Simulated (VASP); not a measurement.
Write an ASE script for VASP 6.6.1 that does the following.

* Task: equation of state
* Functional: RPBE
* Dispersion: D3
* Potentials or basis: VASP PAW PBE potentials, release 64 (Li_sv)
* Cutoff: 520 eV
* k mesh: 11 × 11 × 11
* Occupations: methfessel-paxton, width 0.1 eV
* Spin: no spin polarisation
* Further INCAR settings: ALGO = Fast; EDIFF = 1.00e-07

Li:

```xyz
1
Lattice="-1.7547 1.7547 1.7547 1.7547 -1.7547 1.7547 1.7547 1.7547 -1.7547" Properties=species:S:1:pos:R:3 pbc="T T T"
Li    0.0000    0.0000    0.0000
```

One way to write it, as run:

run.py

```python
from ase.calculators.vasp import Vasp
from ase.eos import EquationOfState
from ase.io import Trajectory
from ase.spacegroup import crystal
from ase.units import GPa

atoms = crystal(
    ['Li'],
    basis=[[0.0, 0.0, 0.0]],
    spacegroup=229,
    setting=1,
    cellpar=[3.5093, 3.5093, 3.5093, 90.0, 90.0, 90.0],
    primitive_cell=True,
)
calc = Vasp(
    directory='calc',
    xc='rpbe',
    pp='PBE',
    setups='recommended',
    prec='Accurate',
    encut=520,
    ediff=1e-07,
    ismear=1,
    sigma=0.1,
    lreal=False,
    lasph=True,
    nelm=60,
    algo='Fast',
    isif=2,
    lwave=False,
    lcharg=False,
    ivdw=11,
    kpts=[11, 11, 11],
    gamma=True,
)
atoms.calc = calc
cell = atoms.cell.copy()
volumes, energies = [], []
traj = Trajectory('eos.traj', 'w')
for x in [0.94, 0.96, 0.98, 1.0, 1.02, 1.04, 1.06]:
    atoms.set_cell(cell * x ** (1 / 3), scale_atoms=True)
    volumes.append(atoms.get_volume())
    energies.append(atoms.get_potential_energy())
    traj.write(atoms)
    print(f'{x:5.2f} {volumes[-1]:12.5f} {energies[-1]:14.6f}')

v0, e0, B = EquationOfState(volumes, energies, eos='sj').fit()
print(f'V0 = {v0:.4f} A^3, E0 = {e0:.6f} eV, B = {B / GPa:.2f} GPa')
```

Potentials or basis: VASP PAW PBE potentials, release 64 (Li_sv).

Run with:

```bash
$ python run.py
```

It gave:

```
Equilibrium volume : 20.43 Å³/atom (rough: see the caveat)
Bulk modulus       : 12.1 GPa (rough)
```

Caveat: the cutoff is under 1.25 times the usual one of these potentials, so pressure, stress and relaxed cells hold a basis-set (Pulay) error; the fit is doubtful: noisy points or a state that changes with volume; the PAW data sets were made with another functional, which shifts forces and pressure a little.

Run time: 59 s on 1 thread of Intel(R) Xeon(R) Platinum 8488C (Sapphire Rapids) (shared host), peak memory 0.13 GiB.
